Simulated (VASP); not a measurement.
A run of VASP 6.6.1 is set up as follows.

The input INCAR:

```
SYSTEM = Sn
  ALGO = Normal
  EDIFF = 1E-7
  ENCUT = 520
  GGA = PS
  ISIF = 2
  ISMEAR = -1
  LASPH = .TRUE.
  LCHARG = .FALSE.
  LREAL = .FALSE.
  LWAVE = .FALSE.
  NBANDS = 13
  NELM = 80
  PREC = Accurate
  SIGMA = 0.05
```

Contents of KPOINTS:

```
k-points
0
G
  10 10 10
  0 0 0
```

POSCAR

```
Sn
1.0
   -1.8779300000      1.8983980000      1.9102480000
    1.8946180000     -1.8698070000      1.8983450000
    1.8874050000      1.8792820000     -1.8816570000
Sn
1
Direct
    0.0096000000      0.0063090000     -0.0032590000
```

Potentials or basis: VASP PAW PBE potentials, release 64 (Sn_d).

Run with:

```bash
$ cat potpaw_PBE.64/Sn_d/POTCAR > POTCAR
$ mpirun -np 1 vasp_std > vasp.out
```

What does it give for the band gap on the k mesh?

None (metal or under the smearing width).

Estimate the pressure.

-2.2 GPa.

Stress tensor (GPa, compression positive):
```
-2.38  0.17  0.18
 0.17 -2.44  0.18
 0.18  0.18 -1.90
```

Caveat: the PAW data sets were made with another functional, which shifts forces and pressure a little.
